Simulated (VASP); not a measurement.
# GaN (strained zincblende): a PBE single-point calculation in VASP

INCAR

```
LASPH = .TRUE.
ENCUT = 520
LWAVE = .FALSE.
NBANDS = 16
PREC = Accurate
EDIFF = 1E-7
SIGMA = 0.02
ISIF = 2
NELM = 120
IBRION = -1
ISMEAR = -1
LREAL = .FALSE.
NSW = 0
GGA = PE
LCHARG = .FALSE.
```

KPOINTS

```
KPOINTS created by Atomic Simulation Environment
0
Gamma
10 10 10
0 0 0
```

KPOINTS_OPT

```
special points
6
Reciprocal
0.0000000000 0.0000000000 0.0000000000 1
-0.5000000000 -0.5000000000 0.0000000000 1
-0.3750000000 -0.3750000000 0.2500000000 1
-0.3750000000 0.0000000000 0.3750000000 1
0.0000000000 0.0000000000 0.5000000000 1
-0.5000000000 -0.2500000000 0.2500000000 1
```

POSCAR

```
Ga N
 1.0000000000000000
     0.0000000000000000    2.1589944394999998    2.1589944394999998
     2.1589944394999998    0.0000000000000000    2.1589944394999998
     2.1589944394999998    2.1589944394999998    0.0000000000000000
 Ga  N
   1   1
Cartesian
  0.0000000000000000  0.0000000000000000  0.0000000000000000
  1.0794972197499999  1.0794972197499999  1.0794972197499999
```

VASP ran with the recommended PBE PAW datasets (18 valence electrons in the cell).

Command

```
mpirun -np 1 vasp_std
```

OSZICAR

```
N       E                     dE             d eps       ncg     rms          rms(c)
DAV:   1     0.797889420883E+02    0.79789E+02   -0.92387E+03  1720   0.211E+03
DAV:   2    -0.883473000598E+01   -0.88624E+02   -0.82913E+02  1728   0.335E+02
DAV:   3    -0.139919663653E+02   -0.51572E+01   -0.51406E+01  1792   0.690E+01
DAV:   4    -0.140430291885E+02   -0.51063E-01   -0.51058E-01  1896   0.721E+00
DAV:   5    -0.140436901525E+02   -0.66096E-03   -0.66096E-03  1816   0.751E-01    0.824E+00
DAV:   6    -0.117973226425E+02    0.22464E+01   -0.47715E+00  2288   0.444E+01    0.271E+00
DAV:   7    -0.118113373520E+02   -0.14015E-01   -0.41462E-01  1664   0.642E+00    0.185E+00
DAV:   8    -0.118075044049E+02    0.38329E-02   -0.42131E-02  1872   0.372E+00    0.613E-01
DAV:   9    -0.118038719983E+02    0.36324E-02   -0.14451E-02  2216   0.322E+00    0.146E-01
DAV:  10    -0.118040278368E+02   -0.15584E-03   -0.13476E-03  1904   0.557E-01    0.389E-02
DAV:  11    -0.118039942650E+02    0.33572E-04   -0.18074E-04  2280   0.184E-01    0.187E-02
DAV:  12    -0.118039977125E+02   -0.34475E-05   -0.17287E-05  1776   0.452E-02    0.101E-02
DAV:  13    -0.118039975397E+02    0.17285E-06   -0.63017E-07  1848   0.137E-02    0.373E-03
DAV:  14    -0.118039974938E+02    0.45897E-07   -0.40769E-08  1240   0.335E-03
   1 F= -.11803997E+02 E0= -.11803997E+02  d E =-.328731E-11
       N       E                     dE             ncg
DAV:   1     0.592542914065E+03   -0.41161E+04      200
DAV:   2     0.232977866949E+02   -0.56925E+03      224
DAV:   3    -0.926087741192E+01   -0.32559E+02      232
DAV:   4    -0.959871829502E+01   -0.33784E+00      264
DAV:   5    -0.960261364902E+01   -0.38954E-02      216
DAV:   6    -0.960272546666E+01   -0.11182E-03      280
DAV:   7    -0.960272916439E+01   -0.36977E-05      208
DAV:   8    -0.960272927031E+01   -0.10593E-06      224
DAV:   9    -0.960272927328E+01   -0.29667E-08      168
```

From OUTCAR

```
k-points           NKPTS =     47   k-points in BZ     NKDIM =     47   number of bands    NBANDS=     16

   NELECT =      18.0000    total number of electrons

   dimension x,y,z NGX =    24 NGY =   24 NGZ =   24
   dimension x,y,z NGXF=    48 NGYF=   48 NGZF=   48

  energy-cutoff  :      520.00
  volume of cell :       20.13
      direct lattice vectors                 reciprocal lattice vectors
     0.000000000  2.158994439  2.158994439    -0.231589295  0.231589295  0.231589295
     2.158994439  0.000000000  2.158994439     0.231589295 -0.231589295  0.231589295
     2.158994439  2.158994439  0.000000000     0.231589295  0.231589295 -0.231589295

 k-points in reciprocal lattice and weights: KPOINTS created by Atomic Simulation Env
   0.00000000  0.00000000  0.00000000       0.001
   0.10000000  0.00000000  0.00000000       0.008
   0.20000000  0.00000000  0.00000000       0.008
   0.30000000  0.00000000  0.00000000       0.008
   0.40000000  0.00000000  0.00000000       0.008
   0.50000000  0.00000000  0.00000000       0.004
   0.10000000  0.10000000  0.00000000       0.006
   0.20000000  0.10000000  0.00000000       0.024
   ...

 E-fermi :   7.1962

 k-point     1 :       0.0000    0.0000    0.0000
  band No.  band energies     occupation
      1     -10.3398      2.00000
      2      -6.8402      2.00000
      3      -6.8402      2.00000
      4      -6.8402      2.00000
      5      -6.3655      2.00000
      6      -6.3655      2.00000
      7       6.7863      2.00000
      8       6.7863      2.00000
      9       6.7863      2.00000
     10       9.3395      0.00000
     11      17.9052      0.00000
     12      17.9052      0.00000
     13      17.9052      0.00000
     14      26.1016      0.00000
     15      26.6317      0.00000
     16      26.6317      0.00000

 k-point     2 :       0.1000    0.0000    0.0000
  band No.  band energies     occupation
      1     -10.2010      2.00000
      2      -6.8206      2.00000
      3      -6.8206      2.00000
      4      -6.8100      2.00000
      5      -6.3677      2.00000
      6      -6.3677      2.00000
      7       5.7189      2.00000
      8       6.6605      2.00000
      9       6.6605      2.00000
     10      10.1131      0.00000
     11      17.4038      0.00000
     12      18.0963      0.00000
     13      18.0963      0.00000
     14      25.2385      0.00000
     15      25.2385      0.00000
     16      25.3654      0.00000

 k-point     3 :       0.2000    0.0000    0.0000
  band No.  band energies     occupation
      1      -9.8355      2.00000
      2      -6.7751      2.00000
      3      -6.7751      2.00000
      4      -6.6697      2.00000
      5      -6.3667      2.00000
      6      -6.3667      2.00000
      7       3.7463      2.00000
      8       6.3513      2.00000
      9       6.3513      2.00000
     10      11.2179      0.00000
     11      16.5900      0.00000
     12      18.3813      0.00000
     13      18.3813      0.00000
     14      24.2107      0.00000
     15      24.4322      0.00000
     16      24.4322      0.00000

 k-point     4 :       0.3000    0.0000    0.0000
  band No.  band energies     occupation
      1      -9.4040      2.00000
      2      -6.7342      2.00000
      3      -6.7342      2.00000
      4      -6.3478      2.00000
      5      -6.3478      2.00000
      6      -6.2822      2.00000
      7       1.6146      2.00000
      8       6.0019      2.00000
      9       6.0019      2.00000
     10      11.9642      0.00000
     11      16.1573      0.00000
     12      18.2837      0.00000
     13      18.2837      0.00000
     14      23.5603      0.00000
     15      25.0871      0.00000
     16      25.0871      0.00000

 k-point     5 :       0.4000    0.0000    0.0000
  band No.  band energies     occupation
      1      -9.1072      2.00000
      2      -6.7165      2.00000
      3      -6.7165      2.00000
      4      -6.3155      2.00000
      5      -6.3155      2.00000
      6      -5.5862      2.00000
      7      -0.2684      2.00000
      8       5.7398      2.00000
      9       5.7398      2.00000
     10      12.2635      0.00000
     11      16.1126      0.00000
     12      17.9666      0.00000
     13      17.9666      0.00000
     14      23.4754      0.00000
     15      26.7972      0.00000
     16      26.7972      0.00000

 k-point     6 :       0.5000    0.0000    0.0000
  band No.  band energies     occupation
      1      -9.0128      2.00000
      2      -6.7132      2.00000
      3      -6.7132      2.00000
      4      -6.2991      2.00000
      5      -6.2991      2.00000
      6      -5.1010      2.00000
      7      -1.1616      2.00000
      8       5.6437      2.00000
      9       5.6437      2.00000
     10      12.3214      0.00000
     11      16.1455      0.00000
     12      17.8183      0.00000
     13      17.8183      0.00000
     14      23.5601      0.00000
     15      28.0634      0.00000
     16      28.0634      0.00000

 k-point     7 :       0.1000    0.1000    0.0000
  band No.  band energies     occupation
      1     -10.1550      2.00000
      2      -6.8214      2.00000
      3      -6.8035      2.00000
      4      -6.8035      2.00000
      5      -6.3817      2.00000
      6      -6.3550      2.00000
      7       5.7852      2.00000
      8       6.4142      2.00000
      9       6.4142      2.00000
     10      10.3612      0.00000
     11      17.0634      0.00000
     12      18.2757      0.00000
     13      18.2757      0.00000
     14      22.9183      0.00000
     15      27.4137      0.00000
     16      27.4138      0.00000

 k-point     8 :       0.2000    0.1000    0.0000
  band No.  band energies     occupation
      1      -9.8656      2.00000
      2      -6.7853      2.00000
      3      -6.7565      2.00000
      4      -6.7143      2.00000
      5      -6.3874      2.00000
      6      -6.3449      2.00000
      7       4.3283      2.00000
      8       6.0193      2.00000
      9       6.1772      2.00000
     10      11.2853      0.00000
     11      16.3926      0.00000
     12      18.3433      0.00000
     13      18.6580      0.00000
     14      21.8311      0.00000
     15      26.5543      0.00000
     16      26.5700      0.00000

 k-point     9 :       0.3000    0.1000    0.0000
  band No.  band energies     occupation
      1      -9.4574      2.00000
      2      -6.7418      2.00000
      3      -6.7096      2.00000
      4      -6.4988      2.00000
      5      -6.3273      2.00000
      6      -6.2927      2.00000
      7       2.3492      2.00000
      8       5.6453      2.00000
      9       5.8043      2.00000
     10      12.1577      0.00000
     11      15.9772      0.00000
     12      17.8437      0.00000
     13      18.7692      0.00000
     14      22.4608      0.00000
     15      25.6772      0.00000
     16      26.6307      0.00000

 k-point    10 :       0.4000    0.1000    0.0000
  band No.  band energies     occupation
      1      -9.1267      2.00000
      2      -6.7181      2.00000
      3      -6.6862      2.00000
      4      -6.3966      2.00000
      5      -6.3037      2.00000
      6      -5.7363      2.00000
      7       0.4101      2.00000
      8       5.3733      2.00000
      9       5.4221      2.00000
     10      12.6814      0.00000
     11      15.6297      0.00000
     12      17.7633      0.00000
     13      18.5141      0.00000
     14      23.5624      0.00000
     15      25.7748      0.00000
     16      27.7691      0.00000

 k-point    11 :       0.5000    0.1000    0.0000
  band No.  band energies     occupation
      1      -8.9805      2.00000
      2      -6.7124      2.00000
      3      -6.6826      2.00000
      4      -6.3446      2.00000
      5      -6.2978      2.00000
      6      -5.0801      2.00000
      7      -0.8893      2.00000
      8       5.0380      2.00000
      9       5.4139      2.00000
     10      12.9078      0.00000
     11      15.3721      0.00000
     12      17.9765      0.00000
     13      18.2356      0.00000
     14      24.2039      0.00000
     15      26.9121      0.00000
     16      28.3097      0.00000

 k-point    12 :      -0.4000    0.1000    0.0000
  band No.  band energies     occupation
      1      -9.0100      2.00000
      2      -6.7108      2.00000
      3      -6.6878      2.00000
      4      -6.3297      2.00000
      5      -6.3252      2.00000
      6      -5.2497      2.00000
      7      -0.5854      2.00000
      8       4.8994      2.00000
      9       5.6190      2.00000
     10      12.9343      0.00000
     11      15.4371      0.00000
     12      17.9142      0.00000
     13      18.1913      0.00000
     14      24.4522      0.00000
     15      26.4191      0.00000
     16      27.7467      0.00000

 ...

  Total        4.7148758      4.7148758      4.7148758     -0.0000000      0.0000000     -0.0000000
  in kB      375.3153012    375.3153012    375.3153012     -0.0000000      0.0000000     -0.0000000
  external PRESSURE =     375.3153012 kB  Pullay stress =       0.0000000 kB

 POSITION                                       TOTAL-FORCE (eV/Angst)
 -----------------------------------------------------------------------------------
      0.00000      0.00000      0.00000         0.000000      0.000000      0.000000
      1.07950      1.07950      1.07950        -0.000000     -0.000000     -0.000000
 -----------------------------------------------------------------------------------
    total drift:                                0.000002      0.000002      0.000002

  FREE ENERGIE OF THE ION-ELECTRON SYSTEM (eV)
  ---------------------------------------------------
  free  energy   TOTEN  =       -11.8039974938 eV

  energy  without entropy=      -11.8039974938  energy(sigma->0) =      -11.80399749
```

```yaml
gap_between_bands_v_and_c: 2.55 eV
least_direct_gap: 2.55 eV
pressure: 37.5 GPa
```

Band v is the last that the valence electrons fill when counted band by band, and c is the next.

The run took about 13 s on one core of a shared host (Intel Xeon Platinum 8488C) and held 0.15 GiB at most.
